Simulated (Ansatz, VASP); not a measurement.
Two plane-wave programs on LiF (Griceite)

POSCAR

```
LiF
1.0
    0.0000000000      1.8893406097      2.0787301391
    1.8893406097      0.0000000000      2.0787301391
    1.8893406097      1.8893406097      0.0000000000
Li F
1 1
Direct
    0.0000000000      0.0000000000      0.0000000000
    0.5000000000      0.5000000000      0.5000000000
```

Contents of INCAR.step1:

```
SYSTEM = LiF
ALGO = Normal
EDIFF = 1E-4
ENCUT = 520
GGA = PE
ISMEAR = 0
LASPH = .True.
LCHARG = .False.
LREAL = .False.
LWAVE = .True.
NBANDS = 12
NELM = 100
PREC = Accurate
SIGMA = 0.01
```

Contents of INCAR.step2:

```
SYSTEM = LiF
ALGO = Normal
EDIFF = 1E-6
ENCUT = 520
ISIF = 2
ISMEAR = 0
ISTART = 1
LASPH = .True.
LCHARG = .False.
LMIXTAU = .True.
LREAL = .False.
LWAVE = .False.
METAGGA = R2SCAN
NBANDS = 12
NELM = 100
PREC = Accurate
SIGMA = 0.01
```

Contents of KPOINTS:

```
k-points
0
Gamma
  10 10 10
  0 0 0
```

Input for Ansatz:

```yaml
crystal:
  lattice:
    - [0.0, 1.8893406097, 2.0787301391]
    - [1.8893406097, 0.0, 2.0787301391]
    - [1.8893406097, 1.8893406097, 0.0]
  atoms:
    - { symbol: Li, position: [0.0, 0.0, 0.0] }
    - { symbol: F, position: [0.5, 0.5, 0.5] }
kpoints:
  mp_grid: { grid: [10, 10, 10] }
  band_path:
    path:
      - [0.0, 0.0, 0.0]
      - [0.5, 0.0, 0.5]
      - [0.625, 0.25, 0.625]
      - [0.375, 0.375, 0.75]
      - [0.5, 0.5, 0.5]
      - [0.5, 0.25, 0.75]
    npoints: 1
hamiltonian:
  xc: r2scan
scf:
  occupations: { method: fixed }
  n_extra_bands: 4
output:
  forces: true
  stress: true
  eigenvalues: true
```

Change from the starting cell: epitaxial_xy strain -5.3%.

Alike in both runs: task single point; functional r2SCAN; k mesh 10 × 10 × 10; no spin polarisation.

|  | VASP | Ansatz |
| --- | --- | --- |
| version | VASP 6.6.1 | Ansatz 0.2.0 |
| potentials or method | VASP PAW PBE potentials, release 64 (Li_sv, F) | plane waves, PAW |
| plane-wave cutoff (eV) | 520 | 500 |
| occupations | gaussian, width 0.01 eV | fixed |
| valence electrons in the cell | 10 | 10 |

|  | VASP | Ansatz | Ansatz less VASP |
| --- | --- | --- | --- |
| gap on the k mesh at the Fermi level (eV) | 11.06 | 10.85 | -0.212 |

 A k mesh can miss the band edges.
